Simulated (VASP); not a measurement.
BN, 4 atoms in the cell. It takes space group P6_3/mmc (No. 194, hexagonal). Conventional cell: a = 2.507 Å, b = 2.507 Å, c = 6.585 Å, α = 90.00°, β = 90.00°, γ = 120.00°. B (site symmetry -6m2) is surrounded by 3 N at 1.45 Å. N (site symmetry -6m2) is surrounded by 3 B at 1.45 Å. 

* Program: VASP 6.6.1
* Task: relaxation of cell and atoms
* Functional: PBE
* Dispersion: D3(BJ)
* Potentials or basis: VASP PAW PBE potentials, release 64 (B, N)
* Cutoff: 520 eV
* k mesh: 15 × 15 × 6
* Occupations: gaussian, width 1 eV
* Spin: no spin polarisation
* Further INCAR settings: ALGO = Fast; EDIFF = 1e-07; IBRION = 2; EDIFFG = -0.002; NSW = 80; ISIF = 3

Potentials or basis: VASP PAW PBE potentials, release 64 (B, N).

Command:

```bash
$ cat potpaw_PBE.64/B/POTCAR potpaw_PBE.64/N/POTCAR > POTCAR
$ mpirun -np 1 vasp_std > vasp.out
```

Hardware: 1 thread of Intel(R) Xeon(R) Platinum 8488C (Sapphire Rapids), on a shared host.

Problem. How long does it take, and how much memory?

Solution. Wall time 36 s on 1 thread of Intel(R) Xeon(R) Platinum 8488C (Sapphire Rapids) (shared host), peak memory 0.18 GiB. Counts: scf iterations 17, k points 108, ion steps 1.
